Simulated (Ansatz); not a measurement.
**Ionic part of the dielectric constant of AlAs at 12 GPa, mode by mode**

Level of theory: DFT LDA, scalar-relativistic, plane waves, PAW (Ansatz 0.2.0). Cutoff 420 eV, 10×10×10 k-points (Γ-centred), fixed occupations. No spin polarisation. Phonons by linear response, acoustic sum rule imposed.

It takes space group F-43m (No. 216, cubic). Conventional cell: a = 5.403 Å, b = 5.403 Å, c = 5.403 Å, α = 90.00°, β = 90.00°, γ = 90.00°. Al (site symmetry -43m) is surrounded by 4 As at 2.34 Å. Around As (site symmetry -43m) lie 4 Al at 2.34 Å.

The primitive cell has V = 39.44 Å³ and ε∞,yy = 8.970. Each polar mode adds Δε = (4.92064×10⁷/V)·S/ν² along y, with S its oscillator strength in e²/amu, ν in cm⁻¹ and V in Å³.

Question: From these modes, find each Δε and ε0,yy.
```csv
ν (cm⁻¹),S_yy (e²/amu)
412.6,0.2155
```

Answer:
| ν (cm⁻¹) | Δε |
| --- | --- |
| 412.6 | 1.58 |

The sum is 1.579, so ε0,yy = 10.55; the run's tensor has 10.55.

Question: Where do the longitudinal modes lie for a wave vector along y?

Answer: At 447 cm⁻¹. The Lyddane–Sachs–Teller product Π(ν_LO/ν_TO)² = 1.18 matches ε0/ε∞ = 1.18.

Cost: 1 run of about 0.41 core-minutes, on AMD EPYC 9R45 (Zen 5) (shared hosts).

Electronic polarisation dominates the static dielectric response of compressed AlAs: the lattice adds only 1.58 to an ε∞ of 8.970. This is typical of a polar-covalent semiconductor. The opposed motion of Al and As carries a sizeable dipole, but stiff tetrahedral bonds limit the displacement in a static field and so hold down the ionic term. The light Al atom helps put the transverse mode as high as 412.6 cm⁻¹, but does not itself reduce the ionic term, because the masses cancel between the oscillator strength and the squared frequency. In the longitudinal mode the macroscopic field adds a restoring force, raising it to 447 cm⁻¹; strong electronic screening keeps the splitting modest. The Lyddane–Sachs–Teller agreement confirms internal consistency, not accuracy, since both sides rest on the same oscillator strength and ε∞. The electronic part is probably somewhat too large, as local functionals usually overestimate the polarisability of such semiconductors, and ε0 would inherit that error. A real zone-centre polar mode does not establish zinc blende as the stable phase at this pressure, where AlAs is known to compete with a six-coordinate NiAs-type structure.
